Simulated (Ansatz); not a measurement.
Consider PbF$_{2}$ in the fluorite structure (space group Fm-3m, No. 225).

```yaml
crystal:
  lattice:
    - [0.00000, 2.94934, 2.94934]
    - [2.94934, 0.00000, 2.94934]
    - [2.94934, 2.94934, 0.00000]
  atoms:
    - { symbol: Pb, position: [0.00000, 0.00000, 0.00000] }
    - { symbol: F, position: [0.25000, 0.25000, 0.25000] }
    - { symbol: F, position: [0.75000, 0.75000, 0.75000] }
```

Cartesian axes are those of the cell as printed.

The values are results of PBEsol in Ansatz (plane waves to 420 eV, PAW, no spin-orbit coupling), not measurements.

Modification: an isotropic linear strain of +2.00 %; the atoms relax in the strained cell.

Q: Predict the stress tensor and what it implies for the stiffness.

A: Stress of the strained cell less that of the base (GPa, compression positive):
```
  -3.93    0.00    0.00
   0.00   -3.93    0.00
   0.00    0.00   -3.93
```

Then B = −ΔP/(ΔV/V₀) with ΔV/V₀ = 0.0612 gives secant stiffness values (nonlinear terms included at this strain): B ≈ 64 GPa.

As a check, the harmonic strain energy −½ V₀ Δσ:ε is 13 meV/atom; the computed energy rise is 14 meV/atom.

Whether these cells are dynamically stable was not tested.

Ansatz is an electronic-structure program.
